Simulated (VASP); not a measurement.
# MoS2 in VASP: work function with PBEsol

Aim: the work function of MoS2 with PBEsol.

Everything below comes from runs of VASP 6.6.1. Logs are shortened: lines on timing, memory, paths and dates and some standing lists are left out, and cuts for length are marked.

### 1 The structure

The cell holds a sheet with vacuum, 3 atoms: a = 3.174 Å, b = 3.174 Å, c = 19.120 Å, α = 90.00°, β = 90.00°, γ = 120.00°.

The cell was built by a generator and needn't be a form met in nature.

### 2 Work function, PBEsol, non-collinear spin, zero start, spin-orbit coupling

INCAR

```
SYSTEM = MoS2
ALGO = Fast ; DIPOL = 0.5 0.5 0.500
EDIFF = 1E-6 ; ENCUT = 520
GGA = PS ; GGA_COMPAT = .FALSE.
IDIPOL = 3 ; ISIF = 2
ISMEAR = 0 ; KPAR = 4
LASPH = .TRUE. ; LCHARG = .TRUE.
LDIPOL = .TRUE. ; LMAXMIX = 4
LORBIT = 11 ; LREAL = .FALSE.
LSORBIT = .TRUE. ; LVACPOTAV = .TRUE.
LVHAR = .TRUE. ; LWAVE = .FALSE.
MAGMOM = 0 0 0 0 0 0 0 0 0 ; NELM = 80
PREC = Accurate ; SIGMA = 0.03
```

KPOINTS

```
k-points
0
G
  12 12 1
  0 0 0
```

POSCAR

```
MoS2                                    
1.0
    3.1741768136     -0.0000000000      0.0000000000
   -1.5870884068      2.7489177567      0.0000000000
    0.0000000000      0.0000000000     19.1200000000
  S               Mo            
     2     1
Direct
     0.6666669999999968    0.3333330000000032    0.4186347414932827
     0.6666669999999968    0.3333330000000032    0.5813652585067173
     0.3333330000000032    0.6666669999999968    0.5000000000000000
```

Potentials or basis: VASP PAW PBE potentials, release 64 (S, Mo_sv).

Started as:

```console
$ cat potpaw_PBE.64/S/POTCAR potpaw_PBE.64/Mo_sv/POTCAR > POTCAR
$ mpirun -np 4 vasp_ncl > vasp.out
```

OUTCAR:

```text
SYSTEM = MoS2
   EDIFF = 1E-6
   ENCUT = 520
   GGA = PS
   ISIF = 2
   ISMEAR = 0
   LASPH = .TRUE.
   LORBIT = 11
   LREAL = .FALSE.
   LSORBIT = .TRUE.
   NELM = 80
   PREC = Accurate

 ion  position               nearest neighbor table
   1  0.667  0.333  0.419-   3 2.40   3 2.40   3 2.40
   2  0.667  0.333  0.581-   3 2.40   3 2.40   3 2.40
   3  0.333  0.667  0.500-   1 2.40   2 2.40   1 2.40   2 2.40   1 2.40   2 2.40

  LATTYP: Found a hexagonal cell.
 ALAT       =     3.1741768136
 C/A-ratio  =     6.0236089931

  Lattice vectors:

 A1 = (   3.1741768136,   0.0000000000,   0.0000000000)
 A2 = (  -1.5870884068,   2.7489177567,   0.0000000000)
 A3 = (   0.0000000000,   0.0000000000,  19.1200000000)

Analysis of symmetry for initial positions (statically):
=====================================================================
 Subroutine PRICEL returns:
 Original cell was already a primitive cell.

 Routine SETGRP: Setting up the symmetry group for a
 hexagonal supercell.

 Subroutine GETGRP returns: Found 12 space group operations
 (whereof 12 operations were pure point group operations)
 out of a pool of 24 trial point group operations.

The static configuration has the point symmetry D_3h.

Analysis of symmetry for dynamics (positions and initial velocities):
=====================================================================
 Subroutine PRICEL returns:
 Original cell was already a primitive cell.

 Routine SETGRP: Setting up the symmetry group for a
 hexagonal supercell.

 Subroutine GETGRP returns: Found 12 space group operations
 (whereof 12 operations were pure point group operations)
 out of a pool of 24 trial point group operations.

The dynamic configuration has the point symmetry D_3h.

Analysis of structural, dynamic, and magnetic symmetry:
=====================================================================
 Subroutine PRICEL returns:
 Original cell was already a primitive cell.

 Routine SETGRP: Setting up the symmetry group for a
 hexagonal supercell.

 Subroutine GETGRP returns: Found 12 space group operations
 (whereof 12 operations were pure point group operations)
 out of a pool of 24 trial point group operations.

The overall configuration has the point symmetry D_3h.

 Subroutine INISYM returns: Found 12 space group operations
 (whereof 12 operations are pure point group operations),
 and found     1 'primitive' translations

----------------------------------------------------------------------------------------

                                     Primitive cell

  volume of cell :     166.8325

  direct lattice vectors                    reciprocal lattice vectors
     3.174176814  0.000000000  0.000000000     0.315042311  0.181889763  0.000000000
    -1.587088407  2.748917757  0.000000000     0.000000000  0.363779527  0.000000000
     0.000000000  0.000000000 19.120000000     0.000000000  0.000000000  0.052301255

  length of vectors
     3.174176814  3.174176814 19.120000000     0.363779527  0.363779527  0.052301255

  position of ions in fractional coordinates (direct lattice)
     0.666667000  0.333333000  0.418634741
     0.666667000  0.333333000  0.581365259
     0.333333000  0.666667000  0.500000000

  ion indices of the primitive-cell ions
   primitive index   ion index
                 1           1
                 2           2
                 3           3

----------------------------------------------------------------------------------------
[... 82 lines left out ...]
   NUPDOWN=      -1.0000    fix difference up-down
   EMIN   =  10.00;   EMAX   =-10.00  energy-range for DOS
   EFERMI =   0.00;   METHOD = LEGACY
   ISMEAR =     0;   SIGMA  =   0.03  broadening in eV -4-tet -1-fermi 0-gaus
   EFERMI_NEDOS =   21; number of points for ismear=-14 and -15
   IALGO  =     68    algorithm
   IMIX   =      4    mixing-type and parameters
     AMIX     =   0.40;   BMIX     =  1.00
     AMIX_MAG =   1.60;   BMIX_MAG =  1.00
  volume/ion in A,a.u.               =      55.61       375.28
  Fermi-wavevector in a.u.,A,eV,Ry     =   0.880993  1.664835 10.560139  0.776148
  Thomas-Fermi vector in A             =   2.001428
   LORBIT       =     11    0 simple, 1 ext, 2 COOP (PROOUT), +10 PAW based schemes
   GGA     = PS    functional components
   LHFCALC =     F    Hartree Fock is set to
   AEXX    =    0.0000 exact exchange contribution
   IVDW    =     0    specifies the selected vdW correction
   LEPSILON=     F    determine dielectric tensor
   LRPA    =     F    only Hartree local field effects (RPA)
 RMM-DIIS sequential band-by-band and
 Gauss-broadening in eV      SIGMA  =   0.03
  energy-cutoff  :      520.00
  volume of cell :      166.83
 maximum number of plane-waves:      9044
   NGX = 11   NGY = 11   NGZ = 71

 number of electron      26.0000000 magnetization       0.0000000     -0.0000000      0.0000000

 number of electron      26.0000000 magnetization      -0.0000000     -0.0000000      0.0000000

 number of electron      26.0000000 magnetization       0.0000000      0.0000000      0.0000000

 dipolmoment           0.000000      0.000000     -0.000000 electrons x Angstroem

 Free energy of the ion-electron system (eV)
  ---------------------------------------------------
  ext. energy  EPLUGINS =         0.00000000
  ---------------------------------------------------
  free energy    TOTEN  =       -23.51213389 eV

  energy without entropy =      -23.51213389  energy(sigma->0) =      -23.51213389

 E-fermi :  -1.5117     XC(G=0):  -4.0123

 val. band max:       -1.8212384652   @ k =   0.3333   0.3333   0.0000
 cond. band min:      -0.1986503828   @ k =   0.3333   0.3333   0.0000
 fundamental gap:      1.6225880824
 Fermi energy:        -1.5116975678

 k-point     1 :       0.0000    0.0000    0.0000
  band No.  band energies     occupation
      1     -62.6195      1.00000
      2     -62.6195      1.00000
      3     -38.2948      1.00000
      4     -38.2948      1.00000
      5     -35.9403      1.00000
      6     -35.9403      1.00000
[... 877 lines left out ...]
     33       2.6047      0.00000
     34       2.6163      0.00000

 [... further k-points ...]

------------------------ aborting loop because EDIFF is reached ----------------------------------------

  FORCE on cell =-STRESS in cart. coord.  units (eV):
  Direction    XX          YY          ZZ          XY          YZ          ZX
  --------------------------------------------------------------------------------------
  -------------------------------------------------------------------------------------
  Total       -1.1489011     -1.1489011     -0.5341540      0.0000000      0.0000000      0.0000000
  in kB      -11.0334790    -11.0334790     -5.1297515      0.0000000      0.0000000      0.0000000
  external PRESSURE =      -9.0655698 kB  Pullay stress =       0.0000000 kB

 VOLUME and BASIS-vectors are now :
 -----------------------------------------------------------------------------
  energy-cutoff  :      520.00
  volume of cell :      166.83
      direct lattice vectors                 reciprocal lattice vectors
     3.174176814  0.000000000  0.000000000     0.315042311  0.181889763  0.000000000
    -1.587088407  2.748917757  0.000000000     0.000000000  0.363779527  0.000000000
     0.000000000  0.000000000 19.120000000     0.000000000  0.000000000  0.052301255

 POSITION                                       TOTAL-FORCE (eV/Angst)
 -----------------------------------------------------------------------------------
      1.58709      0.91631      8.00430         0.000000      0.000000      0.164232
      1.58709      0.91631     11.11570         0.000000      0.000000     -0.164232
     -0.00000      1.83261      9.56000        -0.000000     -0.000000      0.000000
 -----------------------------------------------------------------------------------
    total drift:                                0.001321     -0.000763      0.000000

  FREE ENERGIE OF THE ION-ELECTRON SYSTEM (eV)
  ---------------------------------------------------
  free  energy   TOTEN  =       -23.5121338945 eV

  energy  without entropy=      -23.5121338945  energy(sigma->0) =      -23.51213389

 vacuum level on the upper side and lower side of the slab         4.082         4.082

 Spin-Orbit-Coupling matrix elements

 Ion:    1  E_soc:     -0.0022394
 l=   1
     0.0000000    -0.0003604    -0.0003989
    -0.0003604     0.0000000    -0.0003604
    -0.0003989    -0.0003604     0.0000000
 l=   2
     0.0000000     0.0000000     0.0000000     0.0000000     0.0000000
     0.0000000     0.0000000     0.0000000     0.0000000     0.0000000
     0.0000000     0.0000000     0.0000000     0.0000000     0.0000000
     0.0000000     0.0000000     0.0000000     0.0000000     0.0000000
     0.0000000     0.0000000     0.0000000     0.0000000     0.0000000
 l=   3
     0.0000000     0.0000000     0.0000000     0.0000000     0.0000000     0.0000000     0.0000000
     0.0000000     0.0000000     0.0000000     0.0000000     0.0000000     0.0000000     0.0000000
     0.0000000     0.0000000     0.0000000     0.0000000     0.0000000     0.0000000     0.0000000
     0.0000000     0.0000000     0.0000000     0.0000000     0.0000000     0.0000000     0.0000000
[... 29 lines left out ...]
 l=   2
     0.0000000    -0.0004750     0.0000000    -0.0004750    -0.0021265
    -0.0004750     0.0000000    -0.0015539    -0.0004032    -0.0004750
     0.0000000    -0.0015539     0.0000000    -0.0015539     0.0000000
    -0.0004750    -0.0004032    -0.0015539     0.0000000    -0.0004750
    -0.0021265    -0.0004750     0.0000000    -0.0004750     0.0000000
 l=   3
     0.0000000     0.0000000     0.0000000     0.0000000     0.0000000     0.0000000     0.0000000
     0.0000000     0.0000000     0.0000000     0.0000000     0.0000000     0.0000000     0.0000000
     0.0000000     0.0000000     0.0000000     0.0000000     0.0000000     0.0000000     0.0000000
     0.0000000     0.0000000     0.0000000     0.0000000     0.0000000     0.0000000     0.0000000
     0.0000000     0.0000000     0.0000000     0.0000000     0.0000000     0.0000000     0.0000000
     0.0000000     0.0000000     0.0000000     0.0000000     0.0000000     0.0000000     0.0000000
     0.0000000     0.0000000     0.0000000     0.0000000     0.0000000     0.0000000     0.0000000

 total charge

# of ion       s       p       d       tot
------------------------------------------
    1        1.356   2.322   0.000   3.679
    2        1.356   2.322   0.000   3.679
    3        2.294   6.224   3.960  12.478
--------------------------------------------------
tot          5.007  10.869   3.960  19.836

 magnetization (x)

# of ion       s       p       d       tot
------------------------------------------
    1        0.000   0.000   0.000   0.000
    2        0.000  -0.000   0.000  -0.000
    3        0.000   0.000   0.000   0.000
--------------------------------------------------
tot          0.000  -0.000   0.000  -0.000

 magnetization (y)

# of ion       s       p       d       tot
------------------------------------------
    1        0.000   0.000   0.000   0.000
    2        0.000   0.000   0.000   0.000
    3       -0.000   0.000  -0.000  -0.000
--------------------------------------------------
tot          0.000   0.000  -0.000   0.000

 magnetization (z)

# of ion       s       p       d       tot
------------------------------------------
    1        0.000   0.000   0.000   0.000
    2        0.000   0.000   0.000   0.000
    3        0.000   0.000   0.000   0.000
--------------------------------------------------
tot          0.000   0.000   0.000   0.000
```

Run time: 2.4 min. Hardware: 4 MPI ranks of Intel Xeon Platinum 8488C (Sapphire Rapids), shared host; peak memory 0.79 GiB.

What came out:

- Free energy: -23.5121 eV
- Largest force: 0.164 eV/Å
- Net moment: 0.00 μB per cell
- Valence electrons inside the program's atomic spheres: S 3.68; Mo 12.48
- Work function of the upper face: 5.59 eV
- Work function of the lower face: 5.59 eV

Forces on the atoms (eV/Å):
```
S    0.000  0.000  0.164
S    0.000  0.000 -0.164
Mo   0.000  0.000  0.000
```

Moments on the atoms (μB; x, y, z):
```
S   0.00 0.00 0.00
S   0.00 0.00 0.00
Mo  0.00 0.00 0.00
```

Caveat: the PAW data sets were made with another functional, which shifts forces and pressure a little.
